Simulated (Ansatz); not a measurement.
Bi: changing the functional

```cif
data_structure
_symmetry_space_group_name_H-M 'P2_1/m'
_symmetry_Int_Tables_number 11
_cell_length_a 4.6584
_cell_length_b 4.5264
_cell_length_c 6.5211
_cell_angle_alpha 90.000
_cell_angle_beta 93.041
_cell_angle_gamma 90.000
_cell_volume 137.31
loop_
_atom_site_label
_atom_site_type_symbol
_atom_site_symmetry_multiplicity
_atom_site_Wyckoff_symbol
_atom_site_fract_x
_atom_site_fract_y
_atom_site_fract_z
_atom_site_occupancy
Bi1 Bi 2 e 0.25137 0.25000 0.74873 1
Bi2 Bi 2 e 0.24989 0.25000 0.24888 1
```

Kept alike: task band structure; k mesh 6 × 6 × 4; occupations fermi-dirac, width 0.05 eV; no spin polarisation. Program: Ansatz, all-electron LAPW, scalar-relativistic. The mesh is that of the run's cell of 4 atoms. No spin-orbit coupling.

| run | pressure (GPa) |
| --- | --- |
| A | -2.57 |
| B | -1.35 |
| C | 1.15 |

Pressure is positive in compression. For a metal such a mesh leaves the last digits unconverged.

Q: The runs differ in the functional alone: LDA; PBE; PBEsol. Which run is which?

A: Run A is LDA; run B is PBEsol; run C is PBE. The pressure runs from -2.57 (LDA) to 1.15 GPa (PBE). From PBE: LDA -3.72; PBEsol -2.50. A positive pressure means that the functional's own cell is larger than the one given, a negative one that it is smaller.
